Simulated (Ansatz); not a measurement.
System: fluorite SrF2. Method: PBE-D3(BJ) (plane waves, PAW; Ansatz, an electronic-structure program).

Numerical settings: plane-wave cutoff 520 eV, 10×10×10 k mesh, Fermi–Dirac smearing 0.01 eV, scalar-relativistic PAW data made under PBE.

Cell (relaxed at this level):

```yaml
crystal:
  lattice:
    - [0.00000, 2.90838, 2.90838]
    - [2.90838, 0.00000, 2.90838]
    - [2.90838, 2.90838, 0.00000]
  atoms:
    - { symbol: Sr, position: [0.00000, 0.00000, 0.00000] }
    - { symbol: F, position: [0.25000, 0.25000, 0.25000] }
    - { symbol: F, position: [0.75000, 0.75000, 0.75000] }
```

Question: Predict the bulk modulus B0, band gap, smallest direct gap on the k points sampled and pressure derivative B′ of the bulk modulus.

Answer: 
- bulk modulus B0 = 67.9 GPa
- band gap = 6.90 eV
- smallest direct gap on the k points sampled = 7.00 eV
- pressure derivative B′ of the bulk modulus = 4.6

Measured, for comparison: band gap 11.1 eV (temperature not stated, not corrected to a static lattice; as tabulated in Aguado et al. (1999), arXiv:cond-mat/9901145); bulk modulus 69 GPa (temperature not stated, not corrected to a static lattice; as tabulated in On the Morphology of Group II Metal Fluoride Nanocrystals at Finite Temperature …). Computed (rounded) less measured: bulk modulus -2 %.

Spin–orbit coupling is not included.

Static lattice: no zero-point or thermal effects.
